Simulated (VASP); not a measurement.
# NaF (I4/mmm) in VASP: a series of runs

One crystal, NaF, is run at these levels: r2SCAN; tasks: single point.

All numbers are computed with VASP 6.6.1; they aren't measurements. Logs are shortened: lines on timing, memory, paths and dates and some standing lists are left out, and cuts for length are marked.

## (1) The crystal as given

Symmetry: I4/mmm, No. 139, tetragonal system. The conventional cell has a = 3.378 Å, b = 3.378 Å, c = 4.395 Å, α = 90.00°, β = 90.00°, γ = 90.00°. Around Na (site symmetry 4/mmm) lie 6 F at 2.20 to 2.39 Å. F (site symmetry 4/mmm) is surrounded by 6 Na at 2.20 to 2.39 Å.

Measurements of this composition are mostly on another form, of space group No. 225.

## (2) Single point, r2SCAN

POSCAR

```
NaF
1.0
    0.0000000000      2.3887792430      2.1976769035
    2.3887792430      0.0000000000      2.1976769035
    2.3887792430      2.3887792430      0.0000000000
Na F
1 1
Direct
    0.0000000000      0.0000000000      0.0000000000
    0.5000000000      0.5000000000      0.5000000000
```

INCAR.step1

```
SYSTEM = NaF
ALGO     = Normal         ! electronic algorithm
EDIFF    = 1E-4           ! SCF threshold, eV
ENCUT    = 520            ! plane-wave cutoff, eV
GGA      = PE             ! functional
ISMEAR   = 0              ! smearing method
LASPH    = .TRUE.         ! aspherical terms in the spheres
LCHARG   = .FALSE.        ! write CHGCAR
LREAL    = .FALSE.        ! projectors in reciprocal space
LWAVE    = .TRUE.         ! write WAVECAR
NBANDS   = 14             ! bands
NELM     = 60             ! most SCF steps
PREC     = Accurate       ! precision mode
SIGMA    = 0.05           ! smearing width, eV
```

INCAR.step2

```
SYSTEM = NaF
ALGO     = Normal         ! electronic algorithm
EDIFF    = 1E-6           ! SCF threshold, eV
ENCUT    = 520            ! plane-wave cutoff, eV
ISIF     = 2              ! what is computed and relaxed
ISMEAR   = 0              ! smearing method
ISTART   = 1            
LASPH    = .TRUE.         ! aspherical terms in the spheres
LCHARG   = .FALSE.        ! write CHGCAR
LMIXTAU  = .TRUE.       
LREAL    = .FALSE.        ! projectors in reciprocal space
LWAVE    = .FALSE.        ! write WAVECAR
METAGGA  = R2SCAN         ! meta-GGA
NBANDS   = 14             ! bands
NELM     = 60             ! most SCF steps
PREC     = Accurate       ! precision mode
SIGMA    = 0.05           ! smearing width, eV
```

KPOINTS

```
k-points
0
G
  10 10 10
  0 0 0
```

Potentials or basis: VASP PAW PBE potentials, release 64 (Na_pv, F).

Run with:

```console
$ cat potpaw_PBE.64/Na_pv/POTCAR potpaw_PBE.64/F/POTCAR > POTCAR
$ cp INCAR.step1 INCAR
$ mpirun -np 1 vasp_std > vasp.out
$ cp INCAR.step2 INCAR
$ mpirun -np 1 vasp_std > vasp.out
```

OUTCAR:

```text
SYSTEM = NaF
   EDIFF = 1E-6
   ENCUT = 520
   ISIF = 2
   ISMEAR = 0
   ISTART = 1
   LASPH = .TRUE.
   LREAL = .FALSE.
   METAGGA = R2SCAN
   NELM = 60
   PREC = Accurate

 ion  position               nearest neighbor table
   1  0.000  0.000  0.000-   2 2.20   2 2.20
   2  0.500  0.500  0.500-   1 2.20   1 2.20

  LATTYP: Found a body centered tetragonal cell.
 ALAT       =     3.3782440030
 C/A-ratio  =     1.3010764773

  Lattice vectors:

 A1 = (   0.0000000000,  -2.3887792430,  -2.1976769035)
 A2 = (   0.0000000000,   2.3887792430,  -2.1976769035)
 A3 = (   2.3887792430,   0.0000000000,   2.1976769035)

Analysis of symmetry for initial positions (statically):
=====================================================================
 Subroutine PRICEL returns:
 Original cell was already a primitive cell.

 Routine SETGRP: Setting up the symmetry group for a
 body centered tetragonal supercell.

 Subroutine GETGRP returns: Found 16 space group operations
 (whereof 16 operations were pure point group operations)
 out of a pool of 16 trial point group operations.

The static configuration has the point symmetry D_4h.

Analysis of symmetry for dynamics (positions and initial velocities):
=====================================================================
 Subroutine PRICEL returns:
 Original cell was already a primitive cell.

 Routine SETGRP: Setting up the symmetry group for a
 body centered tetragonal supercell.

 Subroutine GETGRP returns: Found 16 space group operations
 (whereof 16 operations were pure point group operations)
 out of a pool of 16 trial point group operations.

The dynamic configuration has the point symmetry D_4h.

 Subroutine INISYM returns: Found 16 space group operations
 (whereof 16 operations are pure point group operations),
 and found     1 'primitive' translations

----------------------------------------------------------------------------------------

                                     Primitive cell

  volume of cell :      25.0811

  direct lattice vectors                    reciprocal lattice vectors
     0.000000000  2.388779243  2.197676904    -0.209311933  0.209311933  0.227512970
     2.388779243  0.000000000  2.197676904     0.209311933 -0.209311933  0.227512970
     2.388779243  2.388779243  0.000000000     0.209311933  0.209311933 -0.227512970

  length of vectors
     3.245928225  3.245928225  3.378244003     0.373343169  0.373343169  0.373343169

  position of ions in fractional coordinates (direct lattice)
     0.000000000  0.000000000  0.000000000
     0.500000000  0.500000000  0.500000000

  ion indices of the primitive-cell ions
   primitive index   ion index
                 1           1
                 2           2

----------------------------------------------------------------------------------------

 KPOINTS: k-points

Automatic generation of k-mesh.
 Grid dimensions read from file:
 generate k-points for:   10   10   10

 Generating k-lattice:

  Cartesian coordinates                     Fractional coordinates (reciprocal lattice)
    -0.020931193  0.020931193  0.022751297     0.100000000  0.000000000  0.000000000
     0.020931193 -0.020931193  0.022751297     0.000000000  0.100000000  0.000000000
     0.020931193  0.020931193 -0.022751297     0.000000000  0.000000000  0.100000000

  Length of vectors
     0.037334317  0.037334317  0.037334317

  Shift w.r.t. Gamma in fractional coordinates (k-lattice)
     0.000000000  0.000000000  0.000000000

 Subroutine IBZKPT returns following result:
 ===========================================

 Found    102 irreducible k-points:

 Following reciprocal coordinates:
            Coordinates               Weight
  0.000000  0.000000  0.000000      1.000000
  0.100000 -0.000000  0.000000      8.000000
  0.200000 -0.000000  0.000000      8.000000
  0.300000 -0.000000  0.000000      8.000000
  0.400000  0.000000  0.000000      8.000000
  0.500000 -0.000000  0.000000      4.000000
[... 16 lines left out ...]
  0.300000  0.300000  0.000000      2.000000
  0.400000  0.300000  0.000000      8.000000
 [... further k-points ...]
   k-points           NKPTS =    102   k-points in BZ     NKDIM =    102   number of bands    NBANDS=     14
   number of dos      NEDOS =    301   number of ions     NIONS =      2
   total plane-waves  NPLWV =  16128
   dimension x,y,z NGX =    24 NGY =   24 NGZ =   28
   dimension x,y,z NGXF=    48 NGYF=   48 NGZF=   56
   ions per type =               1   1
   NGX,Y,Z   is equivalent  to a cutoff of  12.29, 12.29, 13.78 a.u.
   NGXF,Y,Z  is equivalent  to a cutoff of  24.58, 24.58, 27.56 a.u.
 SYSTEM =  NaF
   PREC   = accura    normal or accurate (medium, high low for compatibility)
   ISTART =      1    job   : 0-new  1-cont  2-samecut
   ICHARG =      0    charge: 1-file 2-atom 10-const
   ISPIN  =      1    spin polarized calculation?
   LNONCOLLINEAR =      F non collinear calculations
   LSORBIT =      F    spin-orbit coupling
   LASPH  =      T    aspherical Exc in radial PAW
   ENCUT  =  520.0 eV  38.22 Ry    6.18 a.u.   6.04  6.04  6.28*2*pi/ulx,y,z
   NELM   =     60;   NELMIN=  2; NELMDL=  0     # of ELM steps
   EDIFF  = 0.1E-05   stopping-criterion for ELM
   LREAL  =      F    real-space projection
   EDIFFG = 0.1E-04   stopping-criterion for IOM
   NSW    =      0    number of steps for IOM
   IBRION =     -1    ionic relax: 0-MD 1-quasi-New 2-CG
   NFREE  =      0    steps in history (QN), initial steepest desc. (CG)
   ISIF   =      2    stress and relaxation
   ISYM   =      2    0-nonsym 1-usesym 2-fastsym
   POTIM  = 0.5000    time-step for ionic-motion
   TEBEG  =    0.0;   TEEND  =   0.0 temperature during run
   PSTRESS=    0.0 pullay stress
   NELECT =      14.0000    total number of electrons
   NUPDOWN=      -1.0000    fix difference up-down
   EMIN   =  10.00;   EMAX   =-10.00  energy-range for DOS
   EFERMI =   0.00;   METHOD = LEGACY
   ISMEAR =     0;   SIGMA  =   0.05  broadening in eV -4-tet -1-fermi 0-gaus
   EFERMI_NEDOS =   21; number of points for ismear=-14 and -15
   IALGO  =     38    algorithm
   IMIX   =      4    mixing-type and parameters
     AMIX     =   0.40;   BMIX     =  1.00
     AMIX_MAG =   1.60;   BMIX_MAG =  1.00
  volume/ion in A,a.u.               =      12.54        84.63
  Fermi-wavevector in a.u.,A,eV,Ry     =   1.347935  2.547227 24.720809  1.816928
  Thomas-Fermi vector in A             =   2.475645
   LORBIT       =      0    0 simple, 1 ext, 2 COOP (PROOUT), +10 PAW based schemes
   METAGGA = R2SCAN    functional components
   LHFCALC =     F    Hartree Fock is set to
   AEXX    =    0.0000 exact exchange contribution
   IVDW    =     0    specifies the selected vdW correction
   LEPSILON=     F    determine dielectric tensor
   LRPA    =     F    only Hartree local field effects (RPA)
 non-spin polarized calculation
 Gauss-broadening in eV      SIGMA  =   0.05
  energy-cutoff  :      520.00
  volume of cell :       25.08
 maximum number of plane-waves:       708
   NGX = 13   NGY = 13   NGZ = 13

 number of electron      13.9999994 magnetization

 Free energy of the ion-electron system (eV)
  ---------------------------------------------------
  ext. energy  EPLUGINS =         0.00000000
  ---------------------------------------------------
  free energy    TOTEN  =       -12.56342688 eV

  energy without entropy =      -12.56342688  energy(sigma->0) =      -12.56342688

 E-fermi :  -2.4807     XC(G=0):  -9.7197

 val. band max:       -2.7605718183   @ k =   0.0000   0.0000   0.0000
 cond. band min:       4.3435020821   @ k =   0.0000   0.0000   0.0000
 fundamental gap:      7.1040739004
 Fermi energy:        -2.4806909390

 k-point     1 :       0.0000    0.0000    0.0000
  band No.  band energies     occupation
      1     -23.0510      2.00000
      2     -22.2668      2.00000
      3     -22.2668      2.00000
      4     -22.2446      2.00000
      5      -2.7613      2.00000
      6      -2.7606      2.00000
      7      -2.7606      2.00000
      8       4.3435      0.00000
      9      16.8482      0.00000
     10      16.8487      0.00000
     11      17.4035      0.00000
     12      19.6676      0.00000
     13      21.0158      0.00000
     14      23.5333      0.00000

 k-point     2 :       0.1000   -0.0000    0.0000
  band No.  band energies     occupation
      1     -23.1132      2.00000
      2     -22.2688      2.00000
      3     -22.2602      2.00000
      4     -22.1762      2.00000
      5      -2.9451      2.00000
      6      -2.7897      2.00000
      7      -2.7843      2.00000
      8       4.6942      0.00000
      9      15.6950      0.00000
     10      16.9969      0.00000
     11      17.3953      0.00000
     12      20.7619      0.00000
     13      21.2323      0.00000
     14      23.0648      0.00000

 k-point     3 :       0.2000   -0.0000    0.0000
  band No.  band energies     occupation
      1     -23.2405      2.00000
      2     -22.2739      2.00000
      3     -22.2608      2.00000
      4     -22.0140      2.00000
      5      -3.3768      2.00000
      6      -2.8649      2.00000
      7      -2.8447      2.00000
      8       5.6102      0.00000
      9      13.9423      0.00000
     10      17.3565      0.00000
     11      17.9134      0.00000
     12      20.3471      0.00000
     13      22.1407      0.00000
     14      22.9596      0.00000

 k-point     4 :       0.3000   -0.0000    0.0000
  band No.  band energies     occupation
      1     -23.3612      2.00000
      2     -22.2802      2.00000
      3     -22.2626      2.00000
      4     -21.8486      2.00000
      5      -3.8394      2.00000
      6      -2.9562      2.00000
      7      -2.9186      2.00000
      8       6.8250      0.00000
      9      12.4571      0.00000
     10      17.6834      0.00000
     11      18.6307      0.00000
     12      20.2057      0.00000
     13      21.6082      0.00000
     14      22.8586      0.00000

 k-point     5 :       0.4000    0.0000    0.0000
  band No.  band energies     occupation
      1     -23.4421      2.00000
      2     -22.2854      2.00000
      3     -22.2641      2.00000
      4     -21.7308      2.00000
      5      -4.1741      2.00000
      6      -3.0287      2.00000
      7      -2.9778      2.00000
      8       8.0704      0.00000
      9      11.2402      0.00000
     10      17.7992      0.00000
     11      19.2308      0.00000
[... 276 lines left out ...]
 k-point    22 :      -0.2000    0.2000    0.0000
  band No.  band energies     occupation
      1     -23.2075      2.00000
      2     -22.2843      2.00000
      3     -22.2793      2.00000
      4     -22.0121      2.00000
      5      -3.7098      2.00000
      6      -3.1031      2.00000
      7      -2.9666      2.00000
      8       7.1726      0.00000
      9      12.9270      0.00000
     10      16.5284      0.00000
     11      18.6566      0.00000
     12      18.9684      0.00000
     13      20.8247      0.00000
     14      25.5676      0.00000

 k-point    23 :       0.3000    0.3000    0.0000
  band No.  band energies     occupation
      1     -23.2745      2.00000
      2     -22.3067      2.00000
      3     -22.3067      2.00000
      4     -21.8816      2.00000
      5      -3.7937      2.00000
      6      -3.0982      2.00000
      7      -3.0982      2.00000
      8       7.8182      0.00000
      9      11.8323      0.00000
     10      17.3626      0.00000
     11      17.3633      0.00000
     12      17.3649      0.00000
     13      23.6767      0.00000
     14      24.9150      0.00000

 k-point    24 :       0.4000    0.3000    0.0000
  band No.  band energies     occupation
      1     -23.1974      2.00000
      2     -22.3137      2.00000
      3     -22.3124      2.00000
      4     -21.9580      2.00000
      5      -3.8801      2.00000
      6      -3.1931      2.00000
      7      -3.1581      2.00000
      8       8.9105      0.00000
      9      11.2561      0.00000
     10      15.9811      0.00000
     11      17.4748      0.00000
     12      17.5233      0.00000
     13      24.1861      0.00000
     14      24.4181      0.00000

 [... further k-points ...]

------------------------ aborting loop because EDIFF is reached ----------------------------------------

  FORCE on cell =-STRESS in cart. coord.  units (eV):
  Direction    XX          YY          ZZ          XY          YZ          ZX
  --------------------------------------------------------------------------------------
  -------------------------------------------------------------------------------------
  Total       -0.6499151     -0.6499151      0.6633277      0.0000000      0.0000000     -0.0000000
  in kB      -41.5165584    -41.5165584     42.3733539      0.0000000      0.0000000     -0.0000000
  external PRESSURE =     -13.5532543 kB  Pullay stress =       0.0000000 kB

 VOLUME and BASIS-vectors are now :
 -----------------------------------------------------------------------------
  energy-cutoff  :      520.00
  volume of cell :       25.08
      direct lattice vectors                 reciprocal lattice vectors
     0.000000000  2.388779243  2.197676904    -0.209311933  0.209311933  0.227512970
     2.388779243  0.000000000  2.197676904     0.209311933 -0.209311933  0.227512970
     2.388779243  2.388779243  0.000000000     0.209311933  0.209311933 -0.227512970

 POSITION                                       TOTAL-FORCE (eV/Angst)
 -----------------------------------------------------------------------------------
      0.00000      0.00000      0.00000         0.000000      0.000000      0.000000
      2.38878      2.38878      2.19768         0.000000      0.000000     -0.000000
 -----------------------------------------------------------------------------------
    total drift:                                0.000000     -0.000000      0.000000

  FREE ENERGIE OF THE ION-ELECTRON SYSTEM (eV)
  ---------------------------------------------------
  free  energy   TOTEN  =       -12.5634268807 eV

  energy  without entropy=      -12.5634268807  energy(sigma->0) =      -12.56342688
```

It took 44 s on 1 thread of Intel Xeon 6975P-C (Granite Rapids), shared host; peak memory 0.16 GiB.

What came out:

| Item | Value |
| --- | --- |
| Free energy | -12.5634 eV |
| Pressure | -1.4 GPa |
| Band gap on the k mesh | 7.10 eV, direct |

Stress tensor (GPa, compression positive):
```
-4.15  0.00  0.00
 0.00 -4.15  0.00
 0.00  0.00  4.24
```

Levels at points of the mesh, in eV from the valence-band top:
```tsv
k point	band 5	band 6	band 7	band 8	band 9	band 10
(0.00, 0.00, 0.00)	0.00	0.00	0.00	7.10	19.61	19.61
(0.50, 0.00, 0.00)	-1.53	-0.30	-0.24	11.56	13.32	20.57
(0.50, 0.50, 0.00)	-1.14	-0.49	-0.49	13.35	14.76	15.02
(0.50, 0.00, 0.50)	-1.30	-0.40	-0.30	13.61	14.23	14.65
```

Caveat: the PAW data sets were made with another functional, which shifts forces and pressure a little. A k mesh can miss the band edges.

(Part 1 of 2 ends here.)
